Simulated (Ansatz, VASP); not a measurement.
CaO in VASP and in Ansatz

The input POSCAR:

```
CaO
1.0
    2.3843286067      2.3843286067      0.0000000000
   -2.3843286067      2.3843286067      0.0000000000
    0.0000000000      2.3843286067      2.3843286067
Ca O
1 1
Direct
    0.0000000000      0.0000000000      0.0000000000
    0.5000000000      0.5000000000      0.0000000000
```

The input INCAR.step1:

```
  PREC = Accurate
  ENCUT = 520
  ISMEAR = 0
  SIGMA = 0.01
  LREAL = False
  LASPH = True
  NELM = 80
  NBANDS = 15
  GGA = PE
  ALGO = Normal
  EDIFF = 1E-4
  LWAVE = True
  LCHARG = False
```

The input INCAR.step2:

```
  PREC = Accurate
  ENCUT = 520
  EDIFF = 1E-6
  ISMEAR = 0
  SIGMA = 0.01
  LREAL = False
  LASPH = True
  NELM = 80
  ALGO = Normal
  ISIF = 2
  LWAVE = False
  LCHARG = False
  METAGGA = R2SCAN
  LMIXTAU = True
  NBANDS = 15
  ISTART = 1
```

Contents of KPOINTS:

```
Automatic mesh
0
Gamma
  8 8 8
```

Input for Ansatz:

```yaml
crystal:
  lattice:
    - [2.38432860668, 2.38432860668, 0.0]
    - [-2.38432860668, 2.38432860668, 0.0]
    - [0.0, 2.38432860668, 2.38432860668]
  atoms:
    - { symbol: Ca, position: [0.0, 0.0, 0.0] }
    - { symbol: O, position: [0.5, 0.5, 0.0] }
kpoints:
  mp_grid: { grid: [8, 8, 8] }
scf:
  occupations: { method: fixed }
  convergence: { dr2_threshold: 1.0e-10 }
hamiltonian:
  xc: r2scan
  pseudopotentials: { kind: paw }
output:
  forces: true
  stress: true
  eigenstates:
    kpoints:
      - [0.0, 0.0, 0.0]
      - [-0.5, 0.5, 0.0]
      - [-0.5, -0.5, -0.5]
      - [0.0, 0.0, -0.5]
      - [0.0, -0.5, -0.5]
      - [0.0, 0.5, 0.0]
      - [-0.5, 0.0, 0.0]
      - [-0.5, 0.0, -0.5]
  eigenvalues: true
```

Alike in both runs: task single point; functional r2SCAN; k mesh 8 × 8 × 8; no spin polarisation.

```csv
,VASP,Ansatz
version,VASP 6.6.1,Ansatz 0.2.0
potentials or method,"VASP PAW PBE potentials, release 64 (Ca_sv, O)","PAW with Ansatz's default frozen-core files, scalar-relativistic"
plane-wave cutoff (eV),520,500
occupations,"gaussian, width 0.01 eV",fixed
valence electrons in the cell,16,16
```

Ansatz gave:

- gap on the k mesh at the Fermi level (eV): 4.19
- pressure (GPa): 2.0

Question: Which values does VASP return?

Answer: gap on the k mesh at the Fermi level (eV): 4.18; pressure (GPa): 3.1.

Caveats: the PAW data sets were made with another functional, which shifts forces and pressure a little (VASP). r2SCAN opens gaps a little over a GGA but as a rule still falls short of measured ones. A k mesh can miss the band edges.
